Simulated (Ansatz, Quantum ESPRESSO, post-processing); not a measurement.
# Ge chain with a H atom bridging one bond: ballistic transmission, part 4 of 4

Aim: the zero-bias transmission with pwcond for this junction: Ge chain with a H atom bridging one bond.

Quantum ESPRESSO 7.5; plane-wave DFT, LDA, GBRV ultrasoft pseudopotentials; cross-check by Ansatz 0.2.0 with PAW datasets.

So far. Step 2 (Self-consistent run): The run needed 12 iterations to bring the estimated error under 1e-07 Ry; the largest force on any atom, held or free, is 4.90 eV/Å. Step 3 (Transmission with pwcond.x): At no point does T exceed the number of channels.

## Step 5: Cross-check with Ansatz

As a check, the same structure is run in Ansatz.

Level of this step: plane-wave DFT, LDA, Ansatz PAW (Ansatz 0.2.0).

Input file input.yaml:

```yaml
crystal:
  lattice:
    - [7.5, 0.0, 0.0]
    - [0.0, 7.5, 0.0]
    - [0.0, 0.0, 23.7]
  atoms:
    - { symbol: Ge, position: [0.5, 0.5, 0.0] }
    - { symbol: Ge, position: [0.5, 0.5, 0.0991561181] }
    - { symbol: Ge, position: [0.5, 0.5, 0.1983122363] }
    - { symbol: Ge, position: [0.5, 0.5, 0.2974683544] }
    - { symbol: Ge, position: [0.5, 0.5, 0.3966244726] }
    - { symbol: H, position: [0.582711322, 0.5, 0.4504219409] }
    - { symbol: Ge, position: [0.5, 0.5, 0.5042194093] }
    - { symbol: Ge, position: [0.5, 0.5, 0.6033755274] }
    - { symbol: Ge, position: [0.5, 0.5, 0.7025316456] }
    - { symbol: Ge, position: [0.5, 0.5, 0.8016877637] }
    - { symbol: Ge, position: [0.5, 0.5, 0.9008438819] }
kpoints:
  mp_grid: { grid: [1, 1, 4] }
hamiltonian:
  xc: lda
scf:
  occupations: { method: fermi_dirac, width: 0.1 }
  convergence: { dr2_threshold: 1.0e-08 }
output:
  transmission:
    leads: [[0, 1]]
    e_range: [-2.0, 2.0]
    de: 0.05
    kmesh: [1, 1]
    reduced_basis: true
  write_potential: true
  write_density: true
  volumetric_format: npy
  elf: true
```

Run with:

```bash
$ ansatz run input.yaml --threads 2 --pin off --max-ram 4096MiB --backend cpu --events-out ev --progress --plain --runs-dir out
```

Numbers of over 12 decimals in the logs are rounded to 6 here.

The log of the run:

```text
Engine: ansatz 0.2.0, aarch64-unknown-linux-gnu
Pseudopotentials: kind: paw
Pseudopotential: Ge, paw, valence charge 14, recommended cutoff 420 eV (normal), Ge.paw.azcp
Pseudopotential: H, paw, valence charge 1, recommended cutoff 420 eV (normal), H.paw.azcp
Functional definition: SPW92
  exchange = slater_x
  correlation = pw_c
Crystal: 11 atoms, lattice volume = 1333.125 Å³
Basis set: ecut = 420 eV, 26023 PW (Γ)
Bands: 85, of which v1, the nominal top of the filled ones, is band 71 counted from 1 (70 counted from 0)
Symmetry: 4 space group operations
Space group: Pmm2 (ITA 25), of the structure as read, at distance tolerance 1.1e-4 Å
k-points: 3 of 4
Non-local potential: Ge, projectors of the file, l = 0: 2, l = 1: 2, l = 2: 3, l = 3: 1
Non-local potential: H, projectors of the file, l = 0: 2, l = 1: 1
PAW form: soft (Blöchl's): semilocal exchange-correlation on the pseudo side does not see the compensation charge
PAW frozen core: Ge, regenerated for the run's functional, and the local potential with it (the file was generated under x = pbe(κ = 0.804, μ = 0.219515), c = pbe(β = 0.066725))
PAW one-centre angular grid: Ge, 590 points (default); XC on 64 Gauss nodes
PAW one-centre angular grid: H, 110 points (default); XC on 64 Gauss nodes
Initial density: superposition of atomic densities (neutral atoms: chi_scale 0, normalization atom), corrected by the library's trained network
Initial wavefunctions: pseudopotential atomic-orbital guess
Functional: x = slater, c = lda
SCF iter   1: F=—  HF=-42152.498552 eV  |F-HF|=—  |Δ(HF+E_count)|=         —  Δρ=3.60e-3  dr2=2.01e-1  ethr=1.77e-3  ⟨swp⟩=5.3  Hψ=873  notcnv=0
preconditioner: auto → LDOS  [metal: Δε(μ)=0.085 eV  Ē_g=6.235 eV  σ=0.100 eV  W_gap=0.21  n_scr=146 (ndim 8)  ℏωp=6.4 eV  f_vac=0.676  D(μ)=8.98/eV (n_scr^D=28)  β→1.0]
SCF iter   2: F=—  HF=-42152.475734 eV  |F-HF|=—  |Δ(HF+E_count)|=   2.28e-2  Δρ=9.98e-4  dr2=2.25e-2  ethr=1.43e-4  ⟨swp⟩=3.7  Hψ=545  notcnv=0  defer=3
SCF iter   3: F=—  HF=-42152.472980 eV  |F-HF|=—  |Δ(HF+E_count)|=   2.75e-3  Δρ=6.18e-4  dr2=7.47e-3  ethr=1.59e-5  ⟨swp⟩=2.0  Hψ=466  notcnv=0  defer=3
SCF iter   4: F=—  HF=-42152.470367 eV  |F-HF|=—  |Δ(HF+E_count)|=   2.61e-3  Δρ=1.68e-4  dr2=7.14e-4  ethr=5.30e-6  ⟨swp⟩=2.0  Hψ=465  notcnv=0  defer=3
SCF iter   5: F=—  HF=-42152.470255 eV  |F-HF|=—  |Δ(HF+E_count)|=   1.12e-4  Δρ=6.18e-5  dr2=6.63e-5  ethr=5.06e-7  ⟨swp⟩=2.0  Hψ=466  notcnv=0  defer=3
SCF iter   6: F=—  HF=-42152.470234 eV  |F-HF|=—  |Δ(HF+E_count)|=   2.12e-5  Δρ=1.23e-5  dr2=3.96e-6  ethr=4.70e-8  ⟨swp⟩=2.0  Hψ=465  notcnv=0  defer=3
SCF iter   7: F=—  HF=-42152.470009 eV  |F-HF|=—  |Δ(HF+E_count)|=   2.25e-4  Δρ=4.04e-6  dr2=4.37e-7  ethr=2.81e-9  ⟨swp⟩=2.0  Hψ=320  notcnv=0  defer=3
SCF iter   8: F=—  HF=-42152.470009 eV  |F-HF|=—  |Δ(HF+E_count)|=   5.04e-8  Δρ=1.32e-6  dr2=4.54e-8  ethr=3.10e-10  ⟨swp⟩=2.0  Hψ=466  notcnv=0  defer=3
SCF iter   9: F=-42152.470009 eV  HF=-42152.470009 eV  |F-HF|=3.13e-10  |Δ(HF+E_count)|=   1.13e-8  Δρ=3.55e-7  dr2=2.60e-9  ethr=7.09e-12  ⟨swp⟩=9.3  Hψ=665  notcnv=0
SCF 1 converged in 9 iterations: F = -42152.470009 eV  dr2 = 2.60e-9
  greatest PAW one-centre occupation: 0.998 electrons in one spin orbital (limit 2), on the Ge atom at site 4 (counted from 0), in its partial waves of l = 2
transmission: 30 of 180 steps passed
transmission: 60 of 180 steps passed
[...]
transmission: 180 of 180 steps passed
WARN: The output density's exchange-correlation potential varies sharply where the density is thin. Do not read a vacuum level from v_tot or v_xc, or from such a field of the output density. On a cell that repeats whose density bears no net charge and no dipole along the vacuum's axis use v_es (v_loc + v_h of the components); under efield.dipole_correction with no amplitude use v_es + v_field, which holds any externa [...]
SCF converged after 9 iterations
Free energy (F): -42152.470009 eV
Harris-Foulkes:  -42152.470009 eV  (|F-HF|=3.13e-10)
Internal energy: -42152.185523 eV  (E = F + TS)
E sigma→0 (E₀):  -42152.327766 eV
Entropy (-TS):   -0.284486 eV (-25.862 meV/atom)
Fermi energy:    -2.817210 eV
--- Per-component energies (eV) ---
  E_band       = -3030.677091
  E_kinetic    = 1115.767912
  E_local      = -43856.718586  (includes V_loc(G=0)·N_el)
  E_nonlocal   = 4187.903374
  E_hartree    = 19635.569166
  E_xc         = -744.584466
  E_vxc        = -640.173797  (∫ρ·V_xc dr)
  E_paw        = -19379.570979  (= ΣΔE_a)
  E_vpaw       = -3108.593314  (= ΣTr[D̂ρ^β])
  E_aug_tail   = 0.001461  (compensation charges beyond the density's cutoff)
  E_ewald      = -3129.636667
  E_core_change = 19.083262  (= ΣΔE_core)
  E_smearing   = -0.284486  (= −TS)
  E_closure    = 0.000000  (closes the sum)
  Σ components = -42152.470009   (vs F -42152.470009, Δ=0.00e0)
--- Band table (eV) ---
  k-point 0: bands = [... 67 lower, -3.3420, -3.2660, -2.8743, -2.8654, -2.8552, -2.8366, -1.6551, -1.5691, ... 10 higher]
  k-point 1: bands = [... 67 lower, -3.5127, -3.1737, -3.1011, -2.7325, -2.5593, -2.3931, -1.9850, -1.8957, ... 10 higher]
  k-point 2: bands = [... 67 lower, -3.3337, -3.3250, -3.3220, -2.4493, -2.2854, -2.2562, -2.2277, -1.6531, ... 10 higher]
--- Transmission ---
  basis      : 497 plane waves across, 30 finite elements along
  points     : 1, standing for a mesh of 1 x 1
  energies   : 81 from -2.000000 to 2.000000 eV about the Fermi level, 0.050000 eV apart; the leads are filled to 0.000000 eV, and channels, transmission and decay are at 0.000000 eV
  crystal 0  : Ge1, at the sites [0, 1], period 2.3500 Å, over 23.50 Å; its Hamiltonian steps by up to 9.8 meV
    offset         : up to 0.0000 Å between an atom of the period and one for which it stands
    channels       : 3.000000e0 a spin
    conductance    : none, the energies end too early or step too widely for 300 K: set another output.transmission.e_range or a lower de, or, where they end at an eighth of basis.ecutwfc, a higher one
  junction   : crystal 0 to crystal 0, -0.48 to 20.87 Å
    transmission   : 2.795630e0 a spin
    error estimate : 1.157012e-4 a spin from the reduction of the transverse basis, at the most 7.779086e-4 at 2.000000 eV
    conductance    : none, the energies end too early or step too widely for 300 K: set another output.transmission.e_range or a lower de, or, where they end at an eighth of basis.ecutwfc, a higher one
```

Wall time 2.2 min (2 threads of Arm Neoverse N1, shared host); peak memory 1.3 GiB.

Numbers from this step:

```
free energy                                  : -42152.4700 eV
energy at zero smearing                      : -42152.3278 eV
smearing term TS                             : 0.2845 eV
Fermi energy                                 : -2.817 eV
symmetry operations                          : 4
step of the lead's Hamiltonian over a period : 9.8 meV
```

Per spin. Table of transmission by energy, zero at the Fermi level:

```csv
energy (eV),transmission
-2.00,0.627
-1.85,0.518
-1.70,0.338
-1.60,0.168
-1.45,0.00434
-1.30,0.421
-1.15,0.868
-1.05,2.10
-0.90,2.37
-0.75,2.51
-0.60,2.62
-0.50,2.67
-0.35,2.73
-0.20,2.77
-0.05,2.79
0.00,2.80
0.05,2.80
0.20,2.81
0.35,2.82
0.50,2.83
0.60,2.84
0.75,2.85
0.90,2.86
1.05,2.87
1.15,2.88
1.30,2.89
1.45,2.90
1.60,2.91
1.70,2.92
1.85,2.93
1.95,2.94
2.00,0.985
```

Per spin. Open channels against energy, zero at the Fermi level:

energy (eV), open channels and a bar from the least value:
```
    -2.00       1.00 
    -1.90       1.00 
    -1.80       1.00 
    -1.70       1.00 
    -1.55       1.00 
    -1.45       1.00 
    -1.35       1.00 
    -1.25       1.00 
    -1.15       1.00 
    -1.05       3.00 ##############################
    -0.90       3.00 ##############################
    -0.80       3.00 ##############################
    -0.70       3.00 ##############################
    -0.60       3.00 ##############################
    -0.50       3.00 ##############################
    -0.40       3.00 ##############################
    -0.25       3.00 ##############################
    -0.15       3.00 ##############################
    -0.05       3.00 ##############################
     0.00       3.00 ##############################
     0.05       3.00 ##############################
     0.15       3.00 ##############################
     0.25       3.00 ##############################
     0.40       3.00 ##############################
     0.50       3.00 ##############################
     0.60       3.00 ##############################
     0.70       3.00 ##############################
     0.80       3.00 ##############################
     0.90       3.00 ##############################
     1.05       3.00 ##############################
     1.15       3.00 ##############################
     1.25       3.00 ##############################
     1.35       3.00 ##############################
     1.45       3.00 ##############################
     1.55       3.00 ##############################
     1.70       3.00 ##############################
     1.80       3.00 ##############################
     1.90       3.00 ##############################
     2.00       1.00
```

Electrostatic potential energy in the ca plane at fractional y = 0.500, with atoms of Ge and H within 0.2 Å of it. With pseudopotentials it is smooth inside the atoms' cores, unlike the true potential.

Ten even steps from '0' (-42 eV) to '9' (2 eV), each cell a mean:
```
99999999999999999999999999999999999999999999
99999999999999999999999999999999999999999999
99999999999999999999999999999999999999999999
99999999999999999999999999999999999999999999
99999999999999999999999999999999999999999999
99999999999999999999999999999999999999999999
88899988899998889998888888888999988899988899
54688864578875468886456426645788754688864578
10257520137731025752013203201377410257620137
00047400026620004740001563000266200047400026
00147410026620014741002674100266200147410026
22478742358853247874235887423588522478742358
77789877789987778988778999877899877889877789
99999999999999999999999999999999999999999999
99999999999999999999999999999999999999999999
99999999999999999999999999999999999999999999
99999999999999999999999999999999999999999999
99999999999999999999999999999999999999999999
99999999999999999999999999999999999999999999
99999999999999999999999999999999999999999999
```
Columns run along c (16.0 Å, from fractional 0.09 to 0.76 of the cell; values clipped at the 3rd and 97th percentile), rows up along a (7.5 Å). Atoms in or near the plane, at fractional coordinates: Ge at (0.10, 0.50), Ge at (0.20, 0.50), Ge at (0.30, 0.50), Ge at (0.40, 0.50), H at (0.45, 0.58), Ge at (0.50, 0.50), Ge at (0.60, 0.50), Ge at (0.70, 0.50).

ELF in the ca plane at fractional y = 0.500, with atoms of Ge and H within 0.2 Å of it. It is the smooth field of the valence electrons, not physical close to the nuclei.

Ten even steps from '0' (0.00) to '9' (0.97), each cell a mean:
```
00000000000000000000000000000000000000000000
00000000000000000000000000000000000000000000
00000001100000000000000000000000000000011000
22111112221112211111110000011111112111122211
34322234432233332222222221222222233322344432
55533356654345554334444454444433455543456543
65554556665455555455556887555544555554566654
44455544455544445554446998544455544455544445
21345431245532134543125997312355421345431245
00145410035520014541003564100355300145410025
00245420035530024542003333200344300245420035
33455543345543344444334444433444433455543345
55555555555555554455566546655544555555555555
56544456654456653246776546776532466654456654
44432345443345542124665434665311345433345443
22211223321223321012343223342100123321223321
11100111111111110000111111111000011111111110
00000000000000000000000000000000000000000000
00000000000000000000000000000000000000000000
00000000000000000000000000000000000000000000
```
Columns run along c (16.0 Å, from fractional 0.09 to 0.76 of the cell), rows up along a (7.5 Å). Atoms in or near the plane, at fractional coordinates: Ge at (0.10, 0.50), Ge at (0.20, 0.50), Ge at (0.30, 0.50), Ge at (0.40, 0.50), H at (0.45, 0.58), Ge at (0.50, 0.50), Ge at (0.60, 0.50), Ge at (0.70, 0.50).

Ansatz finds T = 2.80 against pwcond's 2.80.

## Step 6: All levels side by side

All levels:

```csv
step,T at the Fermi level (per spin),conductance (G0),r.m.s. T(E) from the first,CPU time of the step (s),peak memory (GiB)
Ansatz,2.796,-,0,247.8,1.328
pwcond,2.796,2.796,0.3148,686.4,0.55
"pwcond, changed setting",2.796,2.796,0.3162,569.1,0.55
```

Per spin. The transmission by energy, zero at the Fermi level:

```csv
energy (eV),Ansatz,pwcond,"pwcond, changed setting"
-2.00,0.627,0.631,0.630
-1.90,0.560,0.565,0.565
-1.70,0.338,0.348,0.347
-1.60,0.168,0.180,0.179
-1.40,0.0759,0.0662,0.0665
-1.30,0.421,0.411,0.412
-1.20,0.755,0.756,0.757
-1.00,2.23,2.23,2.23
-0.90,2.37,2.39,2.39
-0.80,2.47,2.49,2.49
-0.60,2.62,2.62,2.62
-0.50,2.67,2.67,2.67
-0.30,2.75,2.74,2.74
-0.20,2.77,2.77,2.77
-0.10,2.78,2.78,2.78
0.00,2.80,2.80,2.80
0.10,2.80,2.80,2.80
0.20,2.81,2.81,2.81
0.30,2.82,2.81,2.81
0.50,2.83,2.82,2.82
0.60,2.84,2.51,2.47
0.80,2.85,2.85,2.85
0.90,2.86,2.86,2.86
1.00,2.87,2.87,2.87
1.20,2.88,2.89,2.89
1.30,2.89,2.90,2.90
1.40,2.90,2.90,2.90
1.60,2.91,2.91,2.91
1.70,2.92,2.92,2.92
1.90,2.93,2.91,2.91
2.00,0.985,2.97,2.97
```

## Step 7: Worked from the printed numbers

G = 2.8 × 77.48 µS = 217 µS a cell, a resistance of 4.62 kΩ.

## Step 8: Outcome

| Quantity | Value |
| --- | --- |
| conductance from T at the Fermi level, a cell (G₀ = 2e²/h) | 2.80 G₀ |
| lead channels per spin | 3.00 |
| the same conductance by Ansatz | 2.80 G₀ |

**Reading.** The junction conducts 2.80 G₀ a cell at the Fermi level (LDA, GBRV ultrasoft). At the Fermi level the junction passes 93 % of what the leads offer, nearly all. At the Fermi level pwcond and Ansatz differ by 0.018 %, a close match. Over -2 to 2 eV, T lies between 0.021 and 3.0 per spin. The geometry is as built, not relaxed, and the leads are short.

[Logs are printed without paths, hosts, clocks, repeated set-up lines and the standing remarks that a program may print on its own settings, such as how far it seeks lower states.]

[Hosts, paths, dates, database ids (printed as entryN), source tags and the programs' standing remarks are cut or masked in the printed files.]

[Maps of the electrostatic potential energy from Ansatz leave out the sawtooth potential of an applied field or a dipole correction, so their vacuum need not be flat; planar profiles and work functions include it.]
